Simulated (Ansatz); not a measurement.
Crystal: PtSe2 (Sudovikovite).

```xyz
3
Lattice="3.7240 0.0000 0.0000 -1.8620 3.2251 0.0000 0.0000 0.0000 5.0620" Properties=species:S:1:pos:R:3 pbc="T T T"
Pt    0.0000    0.0000    0.0000
Se    1.8620    1.0750    3.7965
Se    0.0000    2.1501    1.2655
```

Program: Ansatz 0.2.0. Alike in all runs: cell as given.

Order these runs on this cell by their pressure, lowest first.
A. level rPW86-PBE+D3(BJ)+ATM; potentials or basis all-electron LAPW, scalar-relativistic; spin collinear, random start; k mesh 8 × 8 × 5; cutoff (eV) 317; smearing cold 0.1 eV; other functionals evaluated on the density PBE, BLYP, LDA; basis error allowed 0.001 eV/atom
B. level LDA+U; potentials or basis all-electron LAPW, scalar-relativistic; spin off; U Pt d U = 7 eV; k mesh 8 × 8 × 5; cutoff (eV) 293; smearing fermi-dirac 0.05 eV; start of the occupations auto; double counting fll; hubbard projectors ortho-atomic; basis error allowed 0.002 eV/atom
C. level RPBE+D4; potentials or basis all-electron LAPW, relativistic spinors; spin non-collinear, ferromagnetic start, SOC; k mesh 6 × 6 × 4; cutoff (eV) 317; smearing fermi-dirac 0.05 eV; basis error allowed 0.001 eV/atom

B (0.2 GPa), C (1.9 GPa), A (10.8 GPa).

Caveats: pairwise dispersion overbinds metals, which lowers pressure and volume (some runs); the starting moments weren't kept (some runs); U is the effective U less J, on atomic orbitals that reach past the spheres (some runs); U without spin polarisation on a metal has little footing (some runs); the k mesh is thin for a metal, which can move the energy by tens of meV per atom (some runs).

Runs at the PBE level aren't shown here.
